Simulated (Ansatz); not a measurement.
Runs of Ansatz 0.2.0 on I. Symmetry: Cmce, No. 64, orthorhombic system. Conventional cell: a = 7.270 Å, b = 4.790 Å, c = 9.793 Å, α = 90.00°, β = 90.00°, γ = 90.00°. I (site symmetry m) has 1 I at 2.68 Å as nearest neighbours. 

```csv
task,level,spin,cell,k mesh,points for each segment of the path,gap on the mesh (eV),pressure (GPa),relaxed volume (Å³/atom),largest force (eV/Å)
relaxation of cell and atoms,PBEsol,off,relaxed,7 × 7 × 3,-,0.80,0.0,39.64,-
band structure,PBEsol,off,as given,7 × 7 × 3,14,1.28,(c),-,0.76
band structure,RPBE,off,as given,7 × 7 × 3,14,1.37,3.2,-,0.85
band structure,LDA,off,as given,7 × 7 × 3,14,(a),-0.9,-,0.73
band structure,PBEsol,"SOC, no magnetisation",as given,5 × 5 × 3,14,1.07,0.4,-,0.91
relaxation of cell and atoms,RPBE,off,relaxed,7 × 7 × 3,-,1.22,0.0,(b),-
band structure,LDA,"SOC, no magnetisation",as given,5 × 5 × 3,14,1.01,-0.6,-,0.88
relaxation of cell and atoms,LDA,off,relaxed,7 × 7 × 3,-,0.71,0.0,36.80,0.01
```

Alike in all rows: potentials or basis Ansatz PAW; cutoff (eV) 420; smearing fermi-dirac 0.05 eV.

Problem. Estimate the missing entries.

Solution. (a) 1.23; (b) 66.83; (c) 0.1.

Caveats: the PAW data sets come from PBE, with cores solved anew for the run's functional, which leaves a small shift of forces and pressure; spin-orbit coupling is left out, which moves the levels of the heavy elements (some runs); odd divisions of the mesh miss points on the zone boundary, where band edges often lie, so the gap on the mesh can be too wide (some runs); the plane-wave basis is chosen anew once the cell has moved, so the energies of steps on either side of that aren't comparable (some runs); the k mesh misses the band edges, so the gap on the mesh is wider than the one along the path (some runs); the volume moved by over 15 % at a fixed basis, so the end points are rough (some runs); the volume moved by +57 % from the deposited cell, more than functionals usually miss (some runs).

A k mesh can miss the band edges, and rows without SOC leave out spin-orbit coupling on I.

Runs at the PBE level aren't shown here.
